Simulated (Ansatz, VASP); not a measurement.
**One calculation of MgB, two programs**

File INCAR:

```
SYSTEM = MgB
PREC = Accurate
ENCUT = 520
EDIFF = 1E-6
ISMEAR = -1
SIGMA = 0.05
LREAL = .False.
LASPH = .True.
NELM = 80
ALGO = Normal
ISIF = 2
LWAVE = .False.
LCHARG = .False.
GGA = PE
NBANDS = 10
```

File KPOINTS:

```
regular mesh
0
Gamma
  9 9 9
  0 0 0
```

Contents of POSCAR:

```
MgB
1.0
    2.9143237376      0.0000000000      0.0000000000
    0.0000000000      2.9143237376      0.0000000000
    0.0000000000      0.0000000000      2.9143237376
Mg B
1 1
Direct
    0.0000000000      0.0000000000      0.0000000000
    0.5000000000      0.5000000000      0.5000000000
```

input.yaml

```yaml
crystal:
  lattice:
    - [2.9143237376, 0.0, 0.0]
    - [0.0, 2.9143237376, 0.0]
    - [0.0, 0.0, 2.9143237376]
  atoms:
    - { symbol: Mg, position: [0.0, 0.0, 0.0] }
    - { symbol: B, position: [0.5, 0.5, 0.5] }
kpoints:
  mp_grid: { grid: [9, 9, 9] }
scf:
  occupations: { method: fermi_dirac, width: 0.05 }
hamiltonian:
  xc: pbe
  pseudopotentials: { kind: all_electron, lapw: { basis_error: 0.0005 } }
output:
  forces: true
  stress: true
  eigenvalues: true
```

Change from the starting cell: volume scaled by 1.02.

Alike in both runs: task single point; functional PBE; k mesh 9 × 9 × 9; occupations fermi-dirac, width 0.05 eV; no spin polarisation.

|  | VASP | Ansatz |
| --- | --- | --- |
| version | VASP 6.6.1 | Ansatz 0.2.0 |
| potentials or method | VASP PAW PBE potentials, release 64 (Mg, B) | all-electron LAPW, scalar-relativistic |
| plane-wave cutoff (eV) | 520 | see its input |

Ansatz gave:

| Quantity | Value |
| --- | --- |
| gap on the k mesh at the Fermi level (eV) | none |
| pressure (GPa) | -1.5 |

What did VASP give for the same quantities?

gap on the k mesh at the Fermi level (eV): none; pressure (GPa): -1.7.

A gap of «none» marks a metal or a gap that the smearing closes. Ansatz ran all-electron here, so the differences hold the error of VASP's frozen core and of both bases.
